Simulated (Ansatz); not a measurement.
The following input was run with Ansatz 0.2.0.

```yaml
crystal:
  lattice:
    - [2.8080461713, 0.0, 0.0]
    - [0.1776514392, 3.3860583513, 0.0]
    - [0.0, 0.0, 27.0893463968]
  atoms:
    - { symbol: Ga, position: [0.5, 0.75, 0.2768616079] }
    - { symbol: Ga, position: [0.5, 0.25, 0.3566261634] }
    - { symbol: Ga, position: [0.0, 0.75, 0.425620536] }
    - { symbol: Ga, position: [0.0, 0.25, 0.5053850915] }
    - { symbol: Ga, position: [0.5, 0.75, 0.574379464] }
    - { symbol: Ga, position: [0.5, 0.25, 0.6541440196] }
    - { symbol: Ga, position: [0.0, 0.75, 0.7231383921] }
basis:
  ecutwfc: 420
kpoints:
  mp_grid: { grid: [12, 10, 1] }
hamiltonian:
  xc: pbe
scf:
  occupations: { method: gaussian, width: 0.1 }
output:
  forces: true
  eigenvalues: true
relax:
  adjacent_minimum: "off"
  f_tol: 0.02
  max_steps: 60
efield:
  axis: 3
  dipole_correction: true
```

It can be run as
```bash
ansatz run input.yaml --threads 1 --pin off --backend cpu --events-out ev --progress --plain --runs-dir out  # memory cap (--max-ram) not shown
```

Computed with DFT PBE, scalar-relativistic, plane waves, PAW (Ansatz 0.2.0).

Part of what the program printed, abridged (iterations and final results):

```
SCF iter   1: F=—  HF=-26480.281300 eV  |F-HF|=—  |Δ(HF+E_count)|=         —  Δρ=1.34e-3  dr2=1.40e-1  ethr=1.77e-3  p=-0.007 e·Å  D=-4.81e-3 V/Å  ΔV_dip=0.13 eV  dr2_dipole=8.92e-2  V_vac-E_F(+/−)=4.20/4.07 eV  ⟨swp⟩=6.7  Hψ=12348  notcnv=0  defer=11
efield: sawtooth ramp at fractional position 0.9500 (placed from the atoms, in the widest stretch of the axis that holds none; the zero of the levels goes with the place), width 0.1000; the density the first Hamiltonian is built on has a dipole p = -0.007 e·Å; the dipole correction subtracts the counter field D = -4.81e-3 V/Å, which shifts the + side's vacuum level by +0.13 eV against the − side's; the planar-averaged density in the ramp window peaks in size at 1.0e-4 e/Å³
SCF iter   2: F=—  HF=-26480.273939 eV  |F-HF|=—  |Δ(HF+E_count)|=   7.36e-3  Δρ=7.87e-4  dr2=9.55e-3  ethr=1.54e-4  p=-0.007 e·Å  D=-4.94e-3 V/Å  ΔV_dip=0.13 eV  dr2_dipole=5.82e-3  V_vac-E_F(+/−)=4.32/4.18 eV  ⟨swp⟩=1.3  Hψ=4033  notcnv=0  defer=69
SCF iter   3: F=—  HF=-26480.274075 eV  |F-HF|=—  |Δ(HF+E_count)|=   1.36e-4  Δρ=7.81e-4  dr2=2.01e-3  ethr=1.05e-5  p=-0.006 e·Å  D=-4.25e-3 V/Å  ΔV_dip=0.12 eV  dr2_dipole=4.86e-4  V_vac-E_F(+/−)=4.33/4.21 eV  ⟨swp⟩=2.0  Hψ=6119  notcnv=0  defer=69
SCF iter   4: F=—  HF=-26480.273223 eV  |F-HF|=—  |Δ(HF+E_count)|=   8.52e-4  Δρ=1.57e-4  dr2=1.48e-4  ethr=2.20e-6  p=-0.006 e·Å  D=-4.35e-3 V/Å  ΔV_dip=0.12 eV  dr2_dipole=7.40e-5  V_vac-E_F(+/−)=4.33/4.21 eV  ⟨swp⟩=2.0  Hψ=6140  notcnv=0  defer=69
SCF iter   5: F=-26480.273189 eV  HF=-26480.273189 eV  |F-HF|=8.83e-7  |Δ(HF+E_count)|=   3.40e-5  Δρ=3.75e-5  dr2=5.43e-6  ethr=1.63e-7  p=-0.006 e·Å  D=-4.30e-3 V/Å  ΔV_dip=0.12 eV  dr2_dipole=6.44e-7  V_vac-E_F(+/−)=4.33/4.21 eV  ⟨swp⟩=2.0  Hψ=6059  notcnv=0  defer=69
SCF iter   6: F=-26480.273192 eV  HF=-26480.273192 eV  |F-HF|=1.68e-8  |Δ(HF+E_count)|=   2.38e-6  Δρ=1.11e-5  dr2=5.77e-7  ethr=5.97e-9  p=-0.006 e·Å  D=-4.27e-3 V/Å  ΔV_dip=0.12 eV  dr2_dipole=1.70e-7  V_vac-E_F(+/−)=4.33/4.21 eV  ⟨swp⟩=10.3  Hψ=18371  notcnv=0
SCF iter   7: F=-26480.273192 eV  HF=-26480.273192 eV  |F-HF|=1.03e-8  |Δ(HF+E_count)|=   4.82e-7  Δρ=2.79e-6  dr2=3.65e-8  ethr=6.34e-10  p=-0.006 e·Å  D=-4.26e-3 V/Å  ΔV_dip=0.12 eV  dr2_dipole=1.01e-9  V_vac-E_F(+/−)=4.33/4.21 eV  ⟨swp⟩=3.6  Hψ=11078  notcnv=0
SCF iter   8: F=-26480.273192 eV  HF=-26480.273192 eV  |F-HF|=2.12e-9  |Δ(HF+E_count)|=   2.37e-8  Δρ=9.49e-7  dr2=4.19e-9  ethr=4.01e-11  p=-0.006 e·Å  D=-4.27e-3 V/Å  ΔV_dip=0.12 eV  dr2_dipole=1.15e-9  V_vac-E_F(+/−)=4.33/4.21 eV  ⟨swp⟩=2.4  Hψ=10073  notcnv=0
SCF 1 converged in 8 iterations: F = -26480.273192 eV  dr2 = 4.19e-9
relax step   1: F+E_penalty+E_count = -26480.27319237 eV  Δ(F+E_penalty+E_count) = +0.000e0 eV  max|allowed force component| = 1.901e-1 eV/Å  Δτ_max = 0.0000 Å  (8 SCF iters, dr2 threshold 1.00e-5 eV, accepted)
Initial density: handed on by an earlier stage of this run
Initial wavefunctions: those handed on with the density
SCF iter   1: F=—  HF=-26480.290147 eV  |F-HF|=—  |Δ(HF+E_count)|=         —  Δρ=2.63e-3  dr2=2.95e-2  ethr=3.85e-5  p=-0.006 e·Å  D=-4.27e-3 V/Å  ΔV_dip=0.12 eV  dr2_dipole=1.12e-2  V_vac-E_F(+/−)=4.33/4.21 eV  ⟨swp⟩=1.4  Hψ=10535  notcnv=0  defer=182
efield: sawtooth ramp at fractional position 0.9500 (handed on by an earlier solve), width 0.1000; the density the first Hamiltonian is built on has a dipole p = -0.006 e·Å; the dipole correction subtracts the counter field D = -4.27e-3 V/Å, which shifts the + side's vacuum level by +0.12 eV against the − side's; the planar-averaged density in the ramp window peaks in size at 1.0e-5 e/Å³
SCF iter   2: F=—  HF=-26480.289706 eV  |F-HF|=—  |Δ(HF+E_count)|=   4.41e-4  Δρ=5.09e-4  dr2=5.84e-3  ethr=3.24e-5  p=-0.005 e·Å  D=-3.30e-3 V/Å  ΔV_dip=0.09 eV  dr2_dipole=2.03e-4  V_vac-E_F(+/−)=4.29/4.20 eV  ⟨swp⟩=1.7  Hψ=3429  notcnv=0  defer=182
SCF iter   3: F=—  HF=-26480.289620 eV  |F-HF|=—  |Δ(HF+E_count)|=   8.60e-5  Δρ=3.85e-4  dr2=6.85e-4  ethr=6.42e-6  p=-0.004 e·Å  D=-2.95e-3 V/Å  ΔV_dip=0.08 eV  dr2_dipole=4.38e-5  V_vac-E_F(+/−)=4.29/4.21 eV  ⟨swp⟩=2.8  Hψ=6076  notcnv=0  defer=182
SCF iter   4: F=—  HF=-26480.289437 eV  |F-HF|=—  |Δ(HF+E_count)|=   1.83e-4  Δρ=1.72e-4  dr2=1.54e-4  ethr=7.52e-7  p=-0.004 e·Å  D=-2.97e-3 V/Å  ΔV_dip=0.08 eV  dr2_dipole=2.20e-6  V_vac-E_F(+/−)=4.29/4.21 eV  ⟨swp⟩=2.0  Hψ=6145  notcnv=0  defer=182
SCF iter   5: F=—  HF=-26480.289397 eV  |F-HF|=—  |Δ(HF+E_count)|=   4.04e-5  Δρ=3.99e-5  dr2=1.63e-5  ethr=1.69e-7  p=-0.004 e·Å  D=-2.96e-3 V/Å  ΔV_dip=0.08 eV  dr2_dipole=1.61e-8  V_vac-E_F(+/−)=4.29/4.21 eV  ⟨swp⟩=2.0  Hψ=5861  notcnv=0  defer=182
SCF iter   6: F=-26480.289396 eV  HF=-26480.289396 eV  |F-HF|=2.15e-7  |Δ(HF+E_count)|=   6.12e-7  Δρ=9.54e-6  dr2=7.33e-7  ethr=2.48e-9  p=-0.004 e·Å  D=-2.96e-3 V/Å  ΔV_dip=0.08 eV  dr2_dipole=7.70e-9  V_vac-E_F(+/−)=4.29/4.21 eV  ⟨swp⟩=11.0  Hψ=16737  notcnv=0
SCF iter   7: F=-26480.289396 eV  HF=-26480.289396 eV  |F-HF|=8.95e-9  |Δ(HF+E_count)|=   2.74e-7  Δρ=2.48e-6  dr2=2.73e-8  ethr=8.06e-10  p=-0.004 e·Å  D=-2.97e-3 V/Å  ΔV_dip=0.08 eV  dr2_dipole=3.03e-10  V_vac-E_F(+/−)=4.29/4.21 eV  ⟨swp⟩=3.8  Hψ=10755  notcnv=0
SCF 2 converged in 7 iterations: F = -26480.289396 eV  dr2 = 2.73e-8
relax step   2: F+E_penalty+E_count = -26480.28939641 eV  Δ(F+E_penalty+E_count) = -1.620e-2 eV  max|allowed force component| = 4.374e-2 eV/Å  Δτ_max = 0.1287 Å  (7 SCF iters, dr2 threshold 2.26e-6 eV, accepted)
SCF iter   1: F=—  HF=-26480.290467 eV  |F-HF|=—  |Δ(HF+E_count)|=         —  Δρ=5.94e-4  dr2=1.24e-3  ethr=1.71e-5  p=-0.004 e·Å  D=-2.97e-3 V/Å  ΔV_dip=0.08 eV  dr2_dipole=6.05e-4  V_vac-E_F(+/−)=4.29/4.21 eV  ⟨swp⟩=2.0  Hψ=5508  notcnv=0  defer=198
efield: sawtooth ramp at fractional position 0.9500 (handed on by an earlier solve), width 0.1000; the density the first Hamiltonian is built on has a dipole p = -0.004 e·Å; the dipole correction subtracts the counter field D = -2.97e-3 V/Å, which shifts the + side's vacuum level by +0.08 eV against the − side's; the planar-averaged density in the ramp window peaks in size at 8.1e-6 e/Å³
SCF iter   2: F=—  HF=-26480.290446 eV  |F-HF|=—  |Δ(HF+E_count)|=   2.09e-5  Δρ=1.11e-4  dr2=2.55e-4  ethr=1.36e-6  p=-0.004 e·Å  D=-2.78e-3 V/Å  ΔV_dip=0.08 eV  dr2_dipole=9.61e-6  V_vac-E_F(+/−)=4.29/4.21 eV  ⟨swp⟩=2.0  Hψ=4210  notcnv=0  defer=194
SCF iter   3: F=—  HF=-26480.290442 eV  |F-HF|=—  |Δ(HF+E_count)|=   3.49e-6  Δρ=7.92e-5  dr2=3.51e-5  ethr=2.81e-7  p=-0.004 e·Å  D=-2.71e-3 V/Å  ΔV_dip=0.07 eV  dr2_dipole=6.70e-6  V_vac-E_F(+/−)=4.28/4.21 eV  ⟨swp⟩=3.0  Hψ=6179  notcnv=0  defer=194
SCF iter   4: F=—  HF=-26480.290431 eV  |F-HF|=—  |Δ(HF+E_count)|=   1.11e-5  Δρ=3.67e-5  dr2=7.74e-6  ethr=3.86e-8  p=-0.004 e·Å  D=-2.70e-3 V/Å  ΔV_dip=0.07 eV  dr2_dipole=3.50e-10  V_vac-E_F(+/−)=4.28/4.21 eV  ⟨swp⟩=2.0  Hψ=6047  notcnv=0  defer=194
SCF iter   5: F=—  HF=-26480.290429 eV  |F-HF|=—  |Δ(HF+E_count)|=   1.92e-6  Δρ=9.19e-6  dr2=7.91e-7  ethr=8.51e-9  p=-0.004 e·Å  D=-2.69e-3 V/Å  ΔV_dip=0.07 eV  dr2_dipole=1.58e-8  V_vac-E_F(+/−)=4.28/4.21 eV  ⟨swp⟩=2.0  Hψ=5958  notcnv=0  defer=194
SCF iter   6: F=-26480.290429 eV  HF=-26480.290429 eV  |F-HF|=2.37e-9  |Δ(HF+E_count)|=   1.50e-9  Δρ=2.19e-6  dr2=4.00e-8  ethr=1.10e-10  p=-0.004 e·Å  D=-2.69e-3 V/Å  ΔV_dip=0.07 eV  dr2_dipole=1.50e-10  V_vac-E_F(+/−)=4.28/4.21 eV  ⟨swp⟩=9.7  Hψ=17768  notcnv=0
SCF 3 converged in 6 iterations: F = -26480.290429 eV  dr2 = 4.00e-8
relax step   3: F+E_penalty+E_count = -26480.29042914 eV  Δ(F+E_penalty+E_count) = -1.033e-3 eV  max|allowed force component| = 1.871e-2 eV/Å  Δτ_max = 0.0262 Å  (6 SCF iters, accepted)
SCF iter   1: F=—  HF=-26480.290684 eV  |F-HF|=—  |Δ(HF+E_count)|=         —  Δρ=4.27e-4  dr2=1.25e-3  ethr=6.75e-6  p=-0.004 e·Å  D=-2.69e-3 V/Å  ΔV_dip=0.07 eV  dr2_dipole=7.38e-4  V_vac-E_F(+/−)=4.28/4.21 eV  ⟨swp⟩=2.2  Hψ=5564  notcnv=0  defer=194
efield: sawtooth ramp at fractional position 0.9500 (handed on by an earlier solve), width 0.1000; the density the first Hamiltonian is built on has a dipole p = -0.004 e·Å; the dipole correction subtracts the counter field D = -2.69e-3 V/Å, which shifts the + side's vacuum level by +0.07 eV against the − side's; the planar-averaged density in the ramp window peaks in size at 9.6e-6 e/Å³
SCF iter   2: F=—  HF=-26480.290659 eV  |F-HF|=—  |Δ(HF+E_count)|=   2.54e-5  Δρ=7.78e-5  dr2=1.48e-4  ethr=1.37e-6  p=-0.003 e·Å  D=-2.46e-3 V/Å  ΔV_dip=0.07 eV  dr2_dipole=1.47e-5  V_vac-E_F(+/−)=4.28/4.21 eV  ⟨swp⟩=1.1  Hψ=3979  notcnv=0  defer=194
SCF iter   3: F=—  HF=-26480.290656 eV  |F-HF|=—  |Δ(HF+E_count)|=   2.60e-6  Δρ=6.02e-5  dr2=2.13e-5  ethr=1.63e-7  p=-0.003 e·Å  D=-2.36e-3 V/Å  ΔV_dip=0.06 eV  dr2_dipole=4.75e-6  V_vac-E_F(+/−)=4.28/4.21 eV  ⟨swp⟩=2.6  Hψ=5640  notcnv=0  defer=194
SCF iter   4: F=—  HF=-26480.290646 eV  |F-HF|=—  |Δ(HF+E_count)|=   9.42e-6  Δρ=2.58e-5  dr2=4.23e-6  ethr=2.35e-8  p=-0.003 e·Å  D=-2.36e-3 V/Å  ΔV_dip=0.06 eV  dr2_dipole=4.02e-8  V_vac-E_F(+/−)=4.28/4.21 eV  ⟨swp⟩=2.0  Hψ=6057  notcnv=0  defer=194
SCF iter   5: F=—  HF=-26480.290646 eV  |F-HF|=—  |Δ(HF+E_count)|=   9.58e-7  Δρ=6.28e-6  dr2=2.95e-7  ethr=4.65e-9  p=-0.003 e·Å  D=-2.35e-3 V/Å  ΔV_dip=0.06 eV  dr2_dipole=8.99e-11  V_vac-E_F(+/−)=4.28/4.21 eV  ⟨swp⟩=2.0  Hψ=6026  notcnv=0  defer=194
SCF iter   6: F=-26480.290646 eV  HF=-26480.290646 eV  |F-HF|=2.18e-9  |Δ(HF+E_count)|=   4.96e-9  Δρ=1.59e-6  dr2=2.45e-8  ethr=1.10e-10  p=-0.003 e·Å  D=-2.35e-3 V/Å  ΔV_dip=0.06 eV  dr2_dipole=1.58e-10  V_vac-E_F(+/−)=4.28/4.21 eV  ⟨swp⟩=11.0  Hψ=15457  notcnv=0
SCF 4 converged in 6 iterations: F = -26480.290646 eV  dr2 = 2.45e-8
relax step   4: F+E_penalty+E_count = -26480.29064553 eV  Δ(F+E_penalty+E_count) = -2.164e-4 eV  max|allowed force component| = 2.295e-3 eV/Å  Δτ_max = 0.0207 Å  (6 SCF iters, accepted)
SCF converged after 6 iterations
Free energy (F): -26480.290646 eV
Harris-Foulkes:  -26480.290646 eV  (|F-HF|=2.18e-9)
Internal energy: -26480.270426 eV  (E = F + TS)
E sigma→0 (E₀):  -26480.280536 eV
Entropy (-TS):   -0.020220 eV (-2.889 meV/atom)
Fermi energy:    2.893936 eV
Dipole field:    D = -0.002367 V/Å  (p = -0.003369 e·Å, saw-weighted, corrected)
Work function:   Φ+ = 4.2789 eV   Φ− = 4.2148 eV
Levels:          The Fermi level and band energies are counted from a zero that moves with the ramp; work functions are not
--- Per-component energies (eV) ---
  E_band       = -857.838863
  E_kinetic    = 798.926779
  E_local      = -91944.291664  (includes V_loc(G=0)·N_el)
  E_nonlocal   = 2954.194369
  E_hartree    = 45287.383348
  E_xc         = -483.040901
  E_vxc        = -403.258256  (∫ρ·V_xc dr)
  E_paw        = -13897.895922  (= ΣΔE_a)
  E_vpaw       = -2838.234455  (= ΣTr[D̂ρ^β])
  E_aug_tail   = -0.000771  (compensation charges beyond the density's cutoff)
  E_efield     = 0.000004  (sawtooth field / dipole correction)
  E_vefield    = 0.013472  (∫n·V_field dr)
  E_ewald      = 30804.454333
  E_smearing   = -0.020220  (= −TS)
--- Forces (eV/Å), atoms counted from 1 ---
  atom   1  Ga     0.00000000     0.00000000    -0.00055105
  atom   2  Ga     0.00000000     0.00000000     0.00140462
  atom   3  Ga     0.00000000     0.00000000    -0.00229578
  atom   4  Ga     0.00000000     0.00000000     0.00211057
  atom   5  Ga     0.00000000     0.00000000    -0.00017981
  atom   6  Ga     0.00000000     0.00000000    -0.00083705
  atom   7  Ga     0.00000000     0.00000000     0.00034570
--- Band table (eV; the first three rows and the last of 62) ---
  k-point 0: bands = ["-12.1631", "-12.1160", "-12.0900", "-12.0758", "-12.0549", "-12.0326", "-12.0181", "-12.0166", "-11.9911", "-11.9684", "-11.9525", "-11.9474", "-11.9273", "-11.8873", "-11.8848", "-11.8583", "-11.8530", "-11.8402", "-11.8333", "-11.8161", "-11.7898", "-11.7823", "-11.7822", "-11.7758", "-11.7652", "-11.7589", "-11.7538", "-11.7406", "-11.7367", "-11.7081", "-11.6963", "-11.6955", "-11.6842", "-11.6799", "-11.6588", "-7.7329", "-7.2332", "-6.4440", "-5.2670", "-3.9520", "-2.3170", "-0.4689", "1.4424", "3.4910", "4.7558", "5.3102", "5.3108", "6.1676", "6.4786", "7.1947", "7.4026", "7.4210", "8.4139", "8.6703", "8.7387"]
  k-point 1: bands = ["-12.1585", "-12.1148", "-12.0889", "-12.0681", "-12.0490", "-12.0320", "-12.0175", "-12.0111", "-11.9847", "-11.9646", "-11.9559", "-11.9506", "-11.9230", "-11.8836", "-11.8793", "-11.8636", "-11.8559", "-11.8383", "-11.8306", "-11.8208", "-11.7929", "-11.7900", "-11.7781", "-11.7725", "-11.7663", "-11.7636", "-11.7514", "-11.7470", "-11.7331", "-11.7073", "-11.7034", "-11.6956", "-11.6871", "-11.6805", "-11.6700", "-7.6002", "-7.0995", "-6.3101", "-5.1359", "-3.8270", "-2.2104", "-0.4239", "1.5666", "2.8568", "3.6534", "4.4263", "4.5545", "5.7499", "5.9535", "6.7869", "7.1213", "7.6178", "7.9218", "8.7377", "9.3604"]
  k-point 2: bands = ["-12.1471", "-12.1122", "-12.0832", "-12.0546", "-12.0395", "-12.0282", "-12.0066", "-11.9966", "-11.9810", "-11.9633", "-11.9554", "-11.9421", "-11.9179", "-11.8817", "-11.8749", "-11.8640", "-11.8519", "-11.8367", "-11.8333", "-11.8266", "-11.8047", "-11.7933", "-11.7791", "-11.7722", "-11.7689", "-11.7662", "-11.7553", "-11.7462", "-11.7360", "-11.7282", "-11.7066", "-11.7030", "-11.6936", "-11.6845", "-11.6800", "-7.2016", "-6.6988", "-5.9103", "-4.7475", "-3.4639", "-1.9336", "-0.5223", "1.5041", "1.5782", "2.0895", "2.5522", "3.7374", "4.5503", "5.0857", "6.3202", "6.7047", "7.2399", "8.1621", "8.3452", "8.4923"]
  k-point 61: bands = ["-12.0935", "-12.0852", "-12.0771", "-12.0704", "-12.0327", "-12.0132", "-12.0065", "-11.9990", "-11.9777", "-11.9510", "-11.9487", "-11.9351", "-11.9069", "-11.8999", "-11.8719", "-11.8589", "-11.8486", "-11.8414", "-11.8397", "-11.8325", "-11.7897", "-11.7896", "-11.7823", "-11.7666", "-11.7504", "-11.7482", "-11.7463", "-11.7443", "-11.6740", "-11.6693", "-11.6600", "-11.6277", "-11.6251", "-11.6162", "-11.6086", "-0.1621", "-0.1435", "0.1319", "0.1924", "0.4034", "0.4839", "1.0629", "1.3761", "1.5339", "1.5360", "1.7685", "1.7914", "1.9744", "2.5430", "3.8811", "4.2799", "4.3520", "4.4174", "4.8131", "5.2566"]
--- Relaxed structure (4 steps of the walk, 4 accepted, 0 SCFs on fresh bases) ---
  F+E_penalty+E_count = -26480.29064553 eV   max|allowed force component| = 2.295e-3 eV/Å
  atoms:
    - { symbol: Ga, position: [0.49999999, 0.74999999, 0.27236453] }
    - { symbol: Ga, position: [0.5, 0.24999999, 0.35361692] }
    - { symbol: Ga, position: [0.0, 0.74999999, 0.42358609] }
    - { symbol: Ga, position: [0.0, 0.24999999, 0.50486131] }
    - { symbol: Ga, position: [0.49999999, 0.74999999, 0.57588186] }
    - { symbol: Ga, position: [0.5, 0.24999999, 0.65622623] }
    - { symbol: Ga, position: [0.0, 0.74999999, 0.72961830] }
```

The relaxation met its thresholds.